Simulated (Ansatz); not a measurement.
**Quadrupolar parameters in BN**

The cell is a Materials Project structure (computed, not necessarily an observed phase), taken as it stands.

```
CELL_PARAMETERS angstrom
0.00000 3.49532 2.16609
1.25163 0.00000 2.16609
1.25163 3.49532 0.00000
ATOMIC_POSITIONS crystal
B 0.00005 0.00005 0.99995
N 0.66665 0.66665 0.33335
```

Atoms are numbered from 1 in the order listed; like atoms form one site, named after its first atom.

All values are calculated (Ansatz; DFT, PBE, plane waves and PAW, scalar-relativistic, 420 eV cutoff, Γ-centred 16×16×16 k-points, Fermi–Dirac smearing 0.01 eV), not measured.

Conventions: |V_zz| ≥ |V_yy| ≥ |V_xx|, η = (V_xx − V_yy)/V_zz, C_Q = eQV_zz/h. ν_Q = 3|C_Q|/[2I(2I − 1)].

¹⁰B: I = 3, Q = 84.59 mb; 14N: I = 1, Q = 20.44 mb. Q values from Pyykkö, Mol. Phys. 116, 1328 (2018).

```json
{"site": "B", "atoms (order as listed)": "1", "first shell": "3 N at 1.44 Å", "C_Q (MHz)": "5.73", "η": "0.00", "ν_Q (MHz)": "0.573"}
{"site": "N", "atoms (order as listed)": "2", "first shell": "3 B at 1.44 Å", "C_Q (MHz)": "-0.110", "η": "0.03", "ν_Q (MHz)": "0.166"}
```

At B and N V_zz stands upright on the plane through its three neighbours (within 1°) in each case.
